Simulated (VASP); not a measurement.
A run of VASP 6.6.1 is set up as follows.

The input INCAR:

```
SYSTEM = InP
PREC = Accurate
ENCUT = 600
EDIFF = 1E-6
ISMEAR = 0
SIGMA = 0.03
LREAL = .FALSE.
LASPH = .TRUE.
NELM = 80
ALGO = Normal
ISIF = 3
LWAVE = .FALSE.
LCHARG = .FALSE.
GGA = PS
IBRION = 2
NSW = 90
EDIFFG = -0.01
```

The input KPOINTS:

```
Automatic mesh
0
G
  10 10 10
  0 0 0
```

Contents of POSCAR:

```
InP
1.0
    0.0000000000      2.9305000000      2.9305000000
    2.9305000000      0.0000000000      2.9305000000
    2.9305000000      2.9305000000      0.0000000000
In P
1 1
Direct
    0.0000000000      0.0000000000      0.0000000000
    0.2500000000      0.2500000000      0.2500000000
```

Potentials or basis: VASP PAW PBE potentials, release 64 (In_d, P).

Run with:

```console
$ cat potpaw_PBE.64/In_d/POTCAR potpaw_PBE.64/P/POTCAR > POTCAR
$ mpirun -np 1 vasp_std > vasp.out
```

(1) Estimate the relaxed volume.

(2) What does it give for the space group after relaxing (to 0.05 Å)?

Results:

(1) 25.40 Å³/atom.

(2) F-43m (No. 216).

Caveat: the PAW data sets were made with another functional, which shifts forces and pressure a little.
